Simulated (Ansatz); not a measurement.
## GaN: a vibration from a frozen displacement

Method: DFT r2SCAN, scalar-relativistic, plane waves, PAW in Ansatz 0.2.0. The runs took a 500 eV cutoff, a Γ-centred 12×12×12 mesh and Gaussian smearing (0.05 eV). No spin polarisation. Energies are free energies at this smearing, counted from the undisturbed cell; pressure is positive in compression.

Reference structure (as given, not relaxed at this level; it stands at -8.5 GPa; this rock-salt form isn't the usual structure):

```
Ga N
1.0
     0.00000    2.13524    2.13524
     2.13524    0.00000    2.13524
     2.13524    2.13524    0.00000
Ga N
1 1
Direct
  0.00000 0.00000 0.00000
  0.50000 0.50000 0.50000
```

Every Ga atom is moved by x along the Cartesian unit vector (0.000, 0.000, -1.000); the cell and all other atoms stay fixed. The cell's volume is 19.47 Å³; the moved atoms weigh 69.723 u together and the others 14.007 u. Some rows repeat others by symmetry and weren't run.

| x (Å) | ΔE (meV/cell) | total force on the moved atoms along the move (eV/Å) | pressure (GPa) |
| --- | --- | --- | --- |
| -0.5000 | 1061.03 | 7.9758 | 29.7940 |
| -0.4375 | 648.48 | 5.3613 | 18.8381 |
| -0.3750 | 375.90 | 3.4661 | 10.3834 |
| -0.3125 | 203.61 | 2.1287 | 3.9377 |
| -0.2500 | 100.84 | 1.2226 | -0.8765 |
| -0.1875 | 43.99 | 0.6430 | -4.3458 |
| -0.1250 | 15.54 | 0.2999 | -6.6801 |
| -0.0625 | 3.29 | 0.1115 | -8.0231 |
| 0.0000 | 0.00 | 0.0000 | -8.4611 |
| 0.0625 | 3.29 | -0.1115 | -8.0231 |
| 0.1250 | 15.54 | -0.2999 | -6.6801 |
| 0.1875 | 43.99 | -0.6430 | -4.3458 |
| 0.2500 | 100.84 | -1.2226 | -0.8765 |
| 0.3125 | 203.61 | -2.1287 | 3.9377 |
| 0.3750 | 375.90 | -3.4661 | 10.3834 |
| 0.4375 | 648.48 | -5.3613 | 18.8381 |
| 0.5000 | 1061.03 | -7.9758 | 29.7940 |

Problem. What frequency belongs to this motion?

Solution. The force constant is k = −dF/dx = 1.784 eV/Å², from the parabola through x = -0.0625, 0 and 0.0625. In every cell the moved atoms swing against the rest, so the mass is μ = m₁m₂/(m₁ + m₂) = 11.664 u, and ν̃ = 521.5 cm⁻¹ × √(|k|/μ) = 204 cm⁻¹, at this cell's pressure of -8.5 GPa. Steps this long are already anharmonic: the energies of the same points give k = 1.682 eV/Å², so the harmonic k is uncertain by that gap or more. To first order in x, and within 1 %, the force on every atom lies along the move and, within each of the two groups, in proportion to the atom's mass, so this is itself a mode at the zone centre of this cell, taken without macroscopic field (the transverse frequency in a polar insulator).

Problem. How far does the harmonic law reach?

Solution. At x = -0.500 Å, kx²/2 = 223.00 meV against the computed 1061.03 meV (+375.8 %): the well stiffens in this direction at large amplitude.

Problem. The pressure changes with x². What does that say about the frequency under compression?

Solution. With E = k(V)x²/2, k ∝ V^(−2γ) and x scaling with the cell as V^(1/3), P − P0 = −∂E/∂V = (2γ − 2/3) ΔE/V. At x = 0.0625 Å, V(P − P0) = 19.47 × 0.43794 / 160.2 eV = 53.22 meV and ΔE = 3.29 meV, so γ = 1/3 + V(P − P0)/(2ΔE) = 8.43. This is the Grüneisen parameter of the motion under uniform scaling of the cell: shrinking the cell evenly by 1 % in volume raises the frequency by about 8.43 %. Values this far from the 1 to 3 of most solids mark a soft motion whose force constant is small beside what it shares with volume.

Cost: 9 runs of about 1.2 core-minutes in all, on Intel Xeon Processor @ 2.70GHz (shared hosts).